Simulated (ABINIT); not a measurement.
# Bi2TeSe2 (Skippenite) (R-3m) in ABINIT: band structure with LDA

Aim: the band structure of Bi2TeSe2 (Skippenite) with LDA.

Everything below comes from runs of ABINIT 10.8.3 (patched build). Logs are shortened: lines on timing, memory, paths and dates and some standing lists are left out, and cuts for length are marked. The log counts tension as positive stress, the text compression.

## 1. The structure

The structure is trigonal, space group R-3m (No. 166). The conventional cell has a = 4.183 Å, b = 4.183 Å, c = 29.137 Å, α = 90.00°, β = 90.00°, γ = 120.00°. Bi (site symmetry 3m) is surrounded by 3 Se at 2.93 Å and 3 Te at 3.06 Å. Te (site symmetry -3m) is surrounded by 6 Bi at 3.06 Å. Around Se (site symmetry 3m) lie 3 Bi at 2.93 Å.

## 2. Band structure, LDA

Input file run.abi:

```
# Datasets: ground state, then fixed potential
ndtset 2

# Pseudopotentials
pp_dirpath "./"
pseudos "Bi.LDA_PW-JTH.xml, Te.LDA_PW-JTH.xml, Se.LDA_PW-JTH.xml"

# Structure
acell 10.0080924811 10.0080924811 10.0080924811 Angstrom
rprim
     0.2089808826     0.1206551688     0.9704480001
    -0.2089808826     0.1206551688     0.9704480001
     0.0000000000    -0.2413103377     0.9704480001
ntypat 3
znucl 83 52 34
natom 5
typat 1 1 2 3 3
xred
     0.6019400000     0.6019400000     0.6019400000
     0.3980600000     0.3980600000     0.3980600000
     0.0000000000     0.0000000000     0.0000000000
     0.7884000000     0.7884000000     0.7884000000
     0.2116000000     0.2116000000     0.2116000000

# Plane-wave basis
ecut 816.341587 eV
pawecutdg 52.0

# Exchange and correlation
ixc 7

# Bands and occupations
occopt 3
tsmear 0.00183747

# SCF cycle
nstep 100

# Output
iomode 3
prtwf 0
prteig 0
prtebands 0
enunit 1
prtden1 1

# Dataset 1
kptopt1 1
ngkpt1 6 6 6
nshiftk1 1
shiftk1 0.0 0.0 0.0
nband1 29
tolvrs1 1.0e-9

# Dataset 2: bands along G-L-B1
iscf2 -2
getden2 1
nband2 35
nbdbuf2 4
tolwfr2 1.0e-11
kptopt2 -2
ndivsm2 5
prteig2 1
prtvol2 -3
kptbounds2
     0.0000000000     0.0000000000     0.0000000000
     0.5000000000     0.0000000000     0.0000000000
     0.5000000000     0.1769718581    -0.1769718581
```

Potentials or basis: JTH PAW LDA v2.0.

The run is started by

```bash
$ abinit run.abi > log 2>&1
```

run.abo:

```text
.Version 10.8.3 of ABINIT
 DATASET    1 : space group R-3 m (#166); Bravais hR (rhombohedral)
================================================================================
 Values of the parameters that define the memory need for DATASET  1.
     intxc =       0    ionmov =       0      iscf =      17    lmnmax =      18
     lnmax =       6     mgfft =      96  mpssoang =       3    mqgrid =    3001
     natom =       5  nloc_mem =       2    nspden =       1   nspinor =       1
    nsppol =       1      nsym =      12    n1xccc =       1    ntypat =       3
    occopt =       3   xclevel =       1
       mpw =        7818          nfft =      884736          nkpt =          32
 PAW method is used; the additional fine FFT grid is defined by:
   mgfftf=       125    nfftf =   1953125
================================================================================
================================================================================

 DATASET    2 : space group R-3 m (#166); Bravais hR (rhombohedral)
================================================================================
 Values of the parameters that define the memory need for DATASET  2.
     intxc =       0    ionmov =       0      iscf =      -2    lmnmax =      18
     lnmax =       6     mgfft =      96  mpssoang =       3    mqgrid =    3001
     natom =       5  nloc_mem =       2    nspden =       1   nspinor =       1
    nsppol =       1      nsym =      12    n1xccc =       1    ntypat =       3
    occopt =       3   xclevel =       1
       mpw =        7818          nfft =      884736          nkpt =          14
 PAW method is used; the additional fine FFT grid is defined by:
   mgfftf=       125    nfftf =   1953125
================================================================================
================================================================================

--------------------------------------------------------------------------------
------------- Echo of variables that govern the present computation ------------
--------------------------------------------------------------------------------
 -outvars: echo values of preprocessed input variables --------
            acell      1.8912553832E+01  1.8912553832E+01  1.8912553832E+01 Bohr
              amu      2.08980370E+02  1.27600000E+02  7.89600000E+01
             ecut      3.00000000E+01 Hartree
           enunit           1
           getden1          0
           getden2          1
             iscf1         17
             iscf2         -2
              ixc           7
           jdtset        1    2
           kptopt1          1
           kptopt2         -2
         kptrlatt        6    0    0      0    6    0      0    0    6
          kptrlen1     4.74283463E+01
          kptrlen2     3.00000000E+01
            natom           5
            nband1         29
            nband2         35
           nbdbuf1          0
           nbdbuf2          4
           ndtset           2
           ndivsm1          0
           ndivsm2          5
            ngfft          96      96      96
          ngfftdg         125     125     125
             nkpt1         32
             nkpt2         14
            nstep         100
             nsym          12
           ntypat           3
           occopt           3
        pawecutdg      5.20000000E+01 Hartree
        prtebands           0
           prteig1          0
           prteig2          1
           prtvol1          0
           prtvol2         -3
            prtwf           0
            rprim      2.0898088260E-01  1.2065516880E-01  9.7044800010E-01
                      -2.0898088260E-01  1.2065516880E-01  9.7044800010E-01
                       0.0000000000E+00 -2.4131033770E-01  9.7044800010E-01
           shiftk1     0.00000000E+00  0.00000000E+00  0.00000000E+00
           shiftk2     5.00000000E-01  5.00000000E-01  5.00000000E-01
          spgroup         166
           tolvrs1     1.00000000E-09
           tolvrs2     0.00000000E+00
           tolwfr1     0.00000000E+00
           tolwfr2     1.00000000E-11
           tsmear      1.83747000E-03 Hartree
            typat      1  1  2  3  3
[... 455 lines left out ...]
  8.39E-12  1.82E-12  2.56E-12  7.76E-12  3.44E-12  1.86E-12  2.84E-12  7.21E-12
  5.65E-12  3.96E-12  7.46E-12  2.35E-12  3.23E-12  5.30E-12  7.66E-12  6.12E-12
  3.81E-12  4.75E-12  7.85E-12  9.89E-12  5.35E-12  8.85E-12  8.91E-12  4.20E-12
  2.09E-11  1.55E-10  4.97E-08
 -7.9032E-01 -7.9009E-01 -7.9007E-01 -7.8977E-01 -7.8924E-01 -7.8923E-01
 -7.8915E-01 -7.8909E-01 -7.8891E-01 -7.8888E-01 -3.9132E-01 -3.9072E-01
 -3.6314E-01 -3.5281E-01 -3.5193E-01 -1.2906E-01 -1.1996E-01 -1.1986E-01
 -7.8324E-02 -6.5296E-02 -3.9956E-02 -1.2279E-02  2.0501E-02  3.0192E-02
  1.1216E-01  1.2021E-01  1.4674E-01  2.0438E-01  2.2849E-01  2.2893E-01
  2.7567E-01  2.8784E-01  3.1031E-01  3.1385E-01  3.3214E-01

--- !ResultsGS
iteration_state: {dtset: 2, }
comment   : Summary of ground state results
lattice_vectors:
- [  3.9523622,   2.2818974,  18.3536500, ]
- [ -3.9523622,   2.2818974,  18.3536500, ]
- [  0.0000000,  -4.5637948,  18.3536500, ]
lattice_lengths: [  18.91255,   18.91255,   18.91255, ]
lattice_angles: [ 24.125,  24.125,  24.125, ] # degrees, (23, 13, 12)
lattice_volume:   9.9317674E+02
convergence: {deltae:  0.000E+00, res2:  0.000E+00, residm:  9.966E-12, diffor:  0.000E+00, }
etotal    :  -1.72552857E+02
entropy   :   0.00000000E+00
fermie    :   6.06142290E-02
cartesian_stress_tensor: null
pressure_GPa: null
xred      :
- [  6.0194E-01,   6.0194E-01,   6.0194E-01, Bi]
- [  3.9806E-01,   3.9806E-01,   3.9806E-01, Bi]
- [  0.0000E+00,   0.0000E+00,   0.0000E+00, Te]
- [  7.8840E-01,   7.8840E-01,   7.8840E-01, Se]
- [  2.1160E-01,   2.1160E-01,   2.1160E-01, Se]
cartesian_forces: null
force_length_stats: {min: null, max: null, mean: null, }
...

 Integrated electronic density in atomic spheres:
 ------------------------------------------------
 Atom  Sphere_radius  Integrated_density
    1        2.41231         12.11758472
    2        2.41231         12.11758472
    3        2.31107          3.22004419
    4        2.21132          3.84272630
    5        2.21132          3.84272630

================================================================================

 ----iterations are completed or convergence reached----

 Mean square residual over all n,k,spin=   63.550E-13; max=  99.659E-13
 reduced coordinates (array xred) for    5 atoms
       0.601940000000      0.601940000000      0.601940000000
       0.398060000000      0.398060000000      0.398060000000
       0.000000000000      0.000000000000      0.000000000000
       0.788400000000      0.788400000000      0.788400000000
       0.211600000000      0.211600000000      0.211600000000

 cartesian coordinates (angstrom) at end:
    1     -0.00000000000000    -0.00000000060243    17.53872577957745
    2      0.00000000000000    -0.00000000039838    11.59827421972057
    3      0.00000000000000     0.00000000000000     0.00000000000000
    4     -0.00000000000000    -0.00000000078904    22.97161079944657
    5      0.00000000000000    -0.00000000021177     6.16538919985146
 length scales= 18.912553832036 18.912553832036 18.912553832036 bohr
              = 10.008092481100 10.008092481100 10.008092481100 angstroms
 Eigenvalues (   eV  ) for nkpt=  14  k points:
 kpt#   1, nband= 35, wtk=  1.00000, kpt=  0.0000  0.0000  0.0000 (reduced coord)
 -21.49709  -21.49709  -21.49359  -21.49359  -21.48514  -21.48209  -21.47795  -21.47795
 -21.47335  -21.47335  -12.79422  -11.92124  -10.95857   -8.51574   -6.73220   -0.61856
  -0.57959   -0.41879   -0.41879   -0.07277   -0.07277    0.54244    0.54244    1.45574
   1.83361    2.41948    2.41948    3.69245    4.12914    4.12914    6.91367    7.77735
   7.77735    7.81789    8.33281
 kpt#   2, nband= 35, wtk=  1.00000, kpt=  0.0625  0.0000  0.0000 (reduced coord)
 -21.49768  -21.49630  -21.49399  -21.49280  -21.48465  -21.48174  -21.47822  -21.47798
 -21.47377  -21.47324  -12.75637  -11.89215  -10.93365   -8.52823   -6.78325   -1.02953
  -0.89262   -0.59121   -0.22381    0.03472    0.21731    0.25473    0.42496    1.12937
   2.22117    2.57708    2.73720    3.85014    3.96998    4.12299    6.87279    7.17766
   7.83663    8.34003    8.57089
 kpt#   3, nband= 35, wtk=  1.00000, kpt=  0.1250  0.0000  0.0000 (reduced coord)
 -21.49949  -21.49533  -21.49415  -21.49068  -21.48335  -21.48126  -21.47822  -21.47785
 -21.47480  -21.47289  -12.64346  -11.80651  -10.86092   -8.57028   -6.93727   -1.58155
  -1.31675   -0.88795   -0.75574    0.00040    0.32351    0.32373    0.46857    0.81319
   2.71272    2.90305    3.15301    3.60606    4.14350    4.45647    6.38772    7.07952
[... 53 lines left out ...]
   3.70180    3.80642    4.14174    4.99273    5.50472    6.05781    6.30983    7.36611
   8.72670    9.30908    9.95270
 kpt#  13, nband= 35, wtk=  1.00000, kpt=  0.5000  0.1416 -0.1416 (reduced coord)
 -21.50667  -21.49962  -21.49833  -21.49016  -21.47857  -21.47592  -21.47292  -21.47172
 -21.46744  -21.46605  -10.67653  -10.64196   -9.96713   -9.62123   -9.43320   -3.69696
  -3.27202   -3.17768   -1.82530   -1.34317   -1.30913   -0.52852    0.37764    0.47789
   3.46833    3.56328    4.07027    5.64183    5.70120    6.05862    7.25751    7.80311
   8.26173    8.53749    9.32781
 kpt#  14, nband= 35, wtk=  1.00000, kpt=  0.5000  0.1770 -0.1770 (reduced coord)
 -21.50569  -21.49944  -21.49890  -21.49071  -21.47627  -21.47606  -21.47397  -21.47228
 -21.46733  -21.46660  -10.64831  -10.63198   -9.88141   -9.60045   -9.57653   -3.51181
  -3.26435   -3.26151   -2.13131   -1.77679   -1.08725   -0.33412    0.55786    0.82156
   3.05201    3.27122    3.99299    5.56144    6.21757    6.22942    7.50147    7.83245
   8.44393    8.54029    9.03794

== END DATASET(S) ==============================================================
================================================================================

 -outvars: echo values of variables after computation  --------
            acell      1.8912553832E+01  1.8912553832E+01  1.8912553832E+01 Bohr
           etotal1    -1.7255285651E+02
            fcart1    -4.6058901666E-18  2.2201964626E-18 -3.4286229803E-02
                       7.4149015140E-18  5.5536109898E-19  3.4286229803E-02
                       1.4045056737E-18  1.3877787808E-18  3.4694469520E-19
                      -5.8913297909E-19 -1.6487336185E-18 -1.1957157082E-02
                      -3.6243840419E-18 -2.5146027239E-18  1.1957157082E-02
            rprim      2.0898088260E-01  1.2065516880E-01  9.7044800010E-01
                      -2.0898088260E-01  1.2065516880E-01  9.7044800010E-01
                       0.0000000000E+00 -2.4131033770E-01  9.7044800010E-01
           strten1    -9.9070589190E-06 -9.9070604906E-06 -1.2639707167E-05
                       3.7269734133E-13  0.0000000000E+00  0.0000000000E+00
           xangst     -2.8044215829E-16 -6.0242719166E-10  1.7538725780E+01
                       4.2641525269E-17 -3.9838211811E-10  1.1598274220E+01
                       0.0000000000E+00  0.0000000000E+00  0.0000000000E+00
                      -7.5107603717E-17 -7.8903795102E-10  2.2971610799E+01
                       1.2858701744E-17 -2.1177121640E-10  6.1653891999E+00
             xred      6.0194000000E-01  6.0194000000E-01  6.0194000000E-01
                       3.9806000000E-01  3.9806000000E-01  3.9806000000E-01
                       0.0000000000E+00  0.0000000000E+00  0.0000000000E+00
                       7.8840000000E-01  7.8840000000E-01  7.8840000000E-01
                       2.1160000000E-01  2.1160000000E-01  2.1160000000E-01
 Calculation completed.
```

Wall time 29 min (1 thread of AMD EPYC 7R43 (Zen 3), shared host); peak memory 0.94 GiB.

Results:

```yaml
Free_energy: -4695.4024 eV
Pressure: 0.3 GPa
Largest_force: 1.763 eV/Å
Band_gap_on_the_k_mesh: 0.38 eV, direct
Band_gap_along_the_path: 0.38 eV, direct
Valence_electrons_inside_the_program's_atomic_spheres: Bi 12.12; Te 3.22; Se 3.84
```

Forces on the atoms (eV/Å):
```
Bi   0.000  0.000 -1.763
Bi   0.000  0.000  1.763
Te   0.000  0.000  0.000
Se   0.000  0.000 -0.615
Se   0.000  0.000  0.615
```

Stress tensor (GPa, compression positive):
```
0.29 0.00 0.00
0.00 0.29 0.00
0.00 0.00 0.37
```

Levels at the corners of the path, in eV from the valence-band top:
```
point  band 20  band 21  band 22  band 23  band 24  band 25  band 26  band 27  band 28  band 29
    Γ    -1.53    -1.53    -0.91    -0.91     0.00     0.38     0.96     0.96     2.24     2.67
    L    -2.86    -2.64    -2.11    -0.96    -0.47     0.82     1.43     2.70     3.40     3.50
   B1    -3.23    -2.54    -1.79    -0.90    -0.63     1.60     1.82     2.54     4.11     4.76
```

Caveat: spin-orbit coupling is left out, which as a rule narrows the gap of such compounds by several tenths of an eV; forces of over 1 eV/Å show positions far from the minimum, so gaps and moduli don't describe the material at rest.
